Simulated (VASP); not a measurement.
Output of a VASP run:

### OSZICAR
```
       N       E                     dE             d eps       ncg     rms          rms(c)
DAV:   1     0.812152318266E+02    0.81215E+02   -0.50587E+03   240   0.877E+02
DAV:   2     0.578299889745E+00   -0.80637E+02   -0.76654E+02   360   0.150E+02
DAV:   3    -0.582203700024E+01   -0.64003E+01   -0.63821E+01   304   0.483E+01
DAV:   4    -0.590559903811E+01   -0.83562E-01   -0.83548E-01   280   0.711E+00
DAV:   5    -0.590657986120E+01   -0.98082E-03   -0.98079E-03   312   0.804E-01    0.138E+00
DAV:   6    -0.579255085257E+01    0.11403E+00   -0.15190E-01   268   0.186E+00    0.997E-01
DAV:   7    -0.576731031691E+01    0.25241E-01   -0.11861E-01   272   0.168E+00    0.496E-01
DAV:   8    -0.576937705717E+01   -0.20667E-02   -0.81236E-03   276   0.576E-01    0.741E-02
DAV:   9    -0.576963615559E+01   -0.25910E-03   -0.68926E-04   280   0.171E-01    0.609E-02
DAV:  10    -0.576970376922E+01   -0.67614E-04   -0.10195E-04   292   0.643E-02    0.116E-02
DAV:  11    -0.576970246035E+01    0.13089E-05   -0.29956E-05   268   0.279E-02    0.404E-03
DAV:  12    -0.576970283808E+01   -0.37773E-06   -0.28939E-06   276   0.112E-02
   1 F= -.57697028E+01 E0= -.57697028E+01  d E =-.576970E+01
       N       E                     dE             d eps       ncg     rms          rms(c)
DAV:   1    -0.580538937739E+01   -0.35687E-01   -0.59053E-01   240   0.446E+00    0.815E-01
DAV:   2    -0.578048361363E+01    0.24906E-01   -0.33769E-02   244   0.108E+00    0.342E-01
DAV:   3    -0.577354629651E+01    0.69373E-02   -0.21924E-02   240   0.817E-01    0.198E-01
DAV:   4    -0.577352092494E+01    0.25372E-04   -0.25734E-04   256   0.113E-01    0.156E-01
DAV:   5    -0.577349238378E+01    0.28541E-04   -0.16989E-04   284   0.770E-02    0.189E-02
DAV:   6    -0.577349125000E+01    0.11338E-05   -0.18117E-05   264   0.250E-02    0.593E-03
DAV:   7    -0.577349253048E+01   -0.12805E-05   -0.16267E-06   256   0.866E-03    0.521E-03
DAV:   8    -0.577349241202E+01    0.11846E-06   -0.69625E-08   156   0.180E-03
   2 F= -.57734924E+01 E0= -.57734924E+01  d E =-.378957E-02
       N       E                     dE             d eps       ncg     rms          rms(c)
DAV:   1    -0.579843531009E+01   -0.24943E-01   -0.43892E-01   240   0.385E+00    0.704E-01
DAV:   2    -0.577996627648E+01    0.18469E-01   -0.24923E-02   244   0.933E-01    0.296E-01
DAV:   3    -0.577479417814E+01    0.51721E-02   -0.16316E-02   240   0.707E-01    0.171E-01
DAV:   4    -0.577477734061E+01    0.16838E-04   -0.19056E-04   256   0.973E-02    0.135E-01
DAV:   5    -0.577475740563E+01    0.19935E-04   -0.12470E-04   276   0.661E-02    0.156E-02
DAV:   6    -0.577475660834E+01    0.79729E-06   -0.13130E-05   252   0.215E-02    0.512E-03
DAV:   7    -0.577475768775E+01   -0.10794E-05   -0.10659E-06   188   0.746E-03    0.427E-03
DAV:   8    -0.577475758249E+01    0.10526E-06   -0.11648E-07   120   0.253E-03
   3 F= -.57747576E+01 E0= -.57747576E+01  d E =-.505474E-02
```

### OUTCAR
```
------------------------ aborting loop because EDIFF is reached ----------------------------------------
  FORCE on cell =-STRESS in cart. coord.  units (eV):
  Direction    XX          YY          ZZ          XY          YZ          ZX
  --------------------------------------------------------------------------------------
  Total       -0.0174309     -0.0174309     -0.0174309      0.0000000      0.0000000      0.0000000
  in kB       -0.3031378     -0.3031378     -0.3031378      0.0000000      0.0000000      0.0000000
  external PRESSURE =      -0.3031378 kB  Pullay stress =       0.0000000 kB
  volume of cell :       92.13
      direct lattice vectors                 reciprocal lattice vectors
     4.516446837  0.000000000  0.000000000     0.221412990 -0.000000000 -0.000000000
     0.000000000  4.516446837 -0.000000000     0.000000000  0.221412990  0.000000000
     0.000000000  0.000000000  4.516446837    -0.000000000  0.000000000  0.221412990
 POSITION                                       TOTAL-FORCE (eV/Angst)
 -----------------------------------------------------------------------------------
      0.00000      0.00000      0.00000        -0.000000      0.000000      0.000000
      2.25822      2.25822      2.25822         0.000000      0.000000      0.000000
 -----------------------------------------------------------------------------------
    total drift:                               -0.000000     -0.000000     -0.000000
  FREE ENERGIE OF THE ION-ELECTRON SYSTEM (eV)
  ---------------------------------------------------
  free  energy   TOTEN  =        -5.7747575825 eV

  energy  without entropy=       -5.7747575825  energy(sigma->0) =       -5.77475758

 reached required accuracy - stopping structural energy minimisation
```
(Selected blocks of OUTCAR.)

File POSCAR:
```
CsI
1
    4.5700000000     0.0000000000     0.0000000000
    0.0000000000     4.5700000000     0.0000000000
    0.0000000000     0.0000000000     4.5700000000
Cs I
1 1
Direct
  0.0000000000   0.0000000000   0.0000000000
  0.5000000000   0.5000000000   0.5000000000
```

Write an INCAR and KPOINTS that could have produced this output.

Several could match; the one computed here: the input of the run itself, PBEsol GGA, plane waves, VASP's PBE PAW potentials (set 64).

### INCAR
```
# general
SYSTEM  = CsI
PREC    = Accurate
ENCUT   = 400
LREAL   = .FALSE.
LASPH   = .TRUE.

# electronic loop
EDIFF   = 1E-6
NELM    = 100
ALGO    = Normal
LMAXMIX = 4

# smearing
ISMEAR  = 0
SIGMA   = 0.05

# functional
GGA     = PS

# ions
IBRION  = 2
NSW     = 60
ISIF    = 3
EDIFFG  = -0.01

# output
LWAVE   = .FALSE.
LCHARG  = .FALSE.
```

File KPOINTS:
```
Automatic mesh
0
Gamma
5 5 5
0 0 0
```

POTCAR, in this order: Cs_sv I (PBE.64 set). Program: vasp_std.

Energy and stress use the plane-wave basis of the starting cell.

The compound is CsI in the CsCl type structure. This run relaxes it. Symmetry was kept, so distortions that lower it aren't found.
